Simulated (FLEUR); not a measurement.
Records of electronic-structure calculations.

**NiHO2 monolayer: parallel and opposed starts**

The cell holds 4 atoms: 1 Ni, 2 O and 1 H. Cell: a = 3.032 Å, b = 2.853 Å, c = 18.051 Å, α = 90.0°, β = 90.0°, γ = 118.1°. It derives from NiHO2. one layer cut from the bulk crystal, unrelaxed, 15 A of vacuum. Vacuum lies along c.

```xyz
4
Lattice="3.0323 0.0000 0.0000 -1.3417 2.5173 0.0000 0.0000 0.0000 18.0511" Properties=species:S:1:pos:R:3
Ni    0.9890    0.5271    8.4781
O     1.0233    2.1616    9.4825
O    -0.3881    1.4093    7.5000
H     0.8390    2.0634   10.5511
```

| Item | Value |
| --- | --- |
| method | PBE with U = 6 eV on Ni d; all-electron FLAPW film, Dirac cores, scalar-relativistic bands |
| program | FLEUR MaX-R8.1 |
| settings of one run | kmax 4.4 1/bohr, gmax 13.2 1/bohr, muffin tin radii Ni: 2.32, O: 1.1, H: 0.85 bohr, lmax Ni: [8, 6], O: [6, 4], H: [6, 4], hist occupations, smearing width 0.08 eV, mixer Anderson, mixing 0.03, max iterations 130, stop 0.0001 me/bohr³, film mode on, collinear spin, 8×8×1 k-mesh, double counting FLL, mesh matched on, starting moments 2 0 0 0 μB |
| cost | 5 runs, 24 min in all on 4 MPI ranks of Intel Xeon Platinum 8488C (Sapphire Rapids), shared host (the runs of this entry) |
| notes | The run is spin-polarised, with a total moment of 1.00 μB a cell. Only 4 starts were tried; other patterns of signs, canted and longer-period orders were not. |
| lowest state found | ferromagnetic (initial ferro +) |
| largest site spin moment | 1.34 μB |
| next finished state | antiferromagnetic, 37.3 meV a seeded atom higher |
| spinless run over the lowest (under a U no clean measure of the moments) | 811 meV a seeded atom |

The lowest state found is ferromagnetic, reached from the start ferro +, with moments up to 1.34 μB. The next finished state costs 37 meV a seeded atom.

[Logs and program files are shortened in this print: banners, set-up blocks, solver, clock and traceback lines can be left out without a mark of their own.]

[Logs are printed without paths, hosts, clocks, repeated set-up lines and the standing remarks that a program may print on its own settings, such as how far it seeks lower states.]

[Hosts, paths, dates, database ids (printed as entryN), source tags and the programs' standing remarks are cut or masked in the printed files.]

[Where a cell is said to come from a database of computed structures, the database is the Materials Project.]
